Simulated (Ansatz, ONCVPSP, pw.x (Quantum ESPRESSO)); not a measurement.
**lanthanum (La): one change to the ONCV potential, in the atom and in the bcc crystal**

```json
{
 "Element": "lanthanum (La)",
 "Generator": "ONCVPSP 4.0.1.1 (patched build)",
 "Type": "optimised norm-conserving Vanderbilt (ONCV)",
 "Functional": "PBE",
 "Relativity": "scalar-relativistic",
 "Frozen core": "[Xe]",
 "Valence charge": "3",
 "Reference configuration": "5d1 6s2",
 "Partial waves": "6s: rc 4.00 bohr, ncon 5, nbas 9, qcut 1.3 1/bohr, 2 projectors, debl 0.9 Ha; p scattering state at 0.3 Ha: rc 4.25 bohr, ncon 3, nbas 6, qcut 1.7 1/bohr, 1 projector; 5d: rc 2.95 bohr, ncon 4, nbas 8, qcut 3 1/bohr, 2 projectors, debl 3.3 Ha; f scattering state at 0.02 Ha: rc 3.25 bohr, ncon 3, nbas 6, qcut 3.4 1/bohr, 2 projectors, debl 1.5 Ha",
 "Local potential": "polynomial inside 2.60 bohr (lpopt 3, dvloc0 2 Ha)",
 "Core correction": "Teter function, fcfact 5, rcfact 1.45"
}
```

In the p channel the program set the typed energies aside and used 0.050 Ha. In the f channel the program set the typed energies aside and used -0.160, 1.340 Ha.

Change: local potential polynomial inside 1.62 bohr (lpopt 3, dvloc0 2 Ha).

Cutoffs, loose and tight: the cutoffs (Ha) at which the residual kinetic energy of the hardest occupied pseudo-wave falls to 1 and 0.1 mHa per electron. They do not see the model core or the augmentation charge, which bear on the density cutoff. Test errors are all-electron minus pseudo excitation energies from the reference, over the configurations 5d1 6s1; 5d1 6s0; 5d1 6s1.5; 5d2 6s1; variants that change the core or the reference have their own tests.

Crystal test: bcc La in pw.x 7.5, no spin, 11³ k-points, Fermi–Dirac smearing 0.01 Ry, cutoffs set for each file from its atomic test. The reference is all-electron LAPW (Ansatz 0.2.0) with the same functional, mesh and smearing; V0 and B0 come from Birch–Murnaghan fits to the pressures at five volumes. Errors are pseudo minus all-electron; Δ is the rms difference of the E(V) curves that follow from these fits, minima aligned, over ±6 % about the mean V0. Mesh and smearing are coarse, so the numbers serve the comparison and aren't converged zero-temperature values; the lattice is a test structure that the element need not adopt.

All-electron: a0 = 4.241 Å (V0 = 38.13 Å³/atom), B0 = 25.4 GPa.

Question: Does the change bring the crystal closer to the all-electron result?

Answer: The mean pressure error goes from +0.55 to -1.23 GPa, so the change moves the solid further from the all-electron pressures.

| quantity | base | changed |
| --- | --- | --- |
| outcome (atom) | generated, projector energies reset by the program | generated, projector energies reset by the program |
| cutoff, loose (atom) | 6.5 Ha | 6.5 Ha |
| cutoff, tight (atom) | 24 Ha | 24 Ha |
| bound ghosts (atom) | none | s, p |
| largest test error (meV) (atom) | -230 | -230 |
| cutoffs in pw.x (Ry) | 55/220 | 55/220 |
| a0 (Å) | 4.272 | – |
| a0 error (%) | +0.73 | – |
| B0 error (%) | -1.6 | – |
| Δ (meV/atom) | 4.6 | – |
| mean pressure error (GPa) | +0.55 | -1.23 |

A dash: not determined, or the minimum lies outside the volumes sampled.

Base: The largest radius (4.25 bohr) exceeds half the bond length (3.46 bohr), so the spheres overlap, which is one possible source of error among others. This is a poor potential for the solid. The generator flags a localised state at positive energy (s at 36 eV). The cutoffs count occupied waves only; projector 2 of the f channel, the hardest unoccupied one, needs 35 Ha at the loose tolerance. Changed file: The largest radius (4.25 bohr) exceeds half the bond length (3.46 bohr), so the spheres overlap, which is one possible source of error among others. This is a poor potential for the solid. Note: ghosts flagged at negative energy: s at -20.7 eV, p at -21.0 eV; GHOST(+) flagged for d at 53.0 eV. A true bound ghost makes a file unfit for plane-wave use. The cutoffs count occupied waves only; projector 2 of the f channel, the hardest unoccupied one, needs 35 Ha at the loose tolerance.
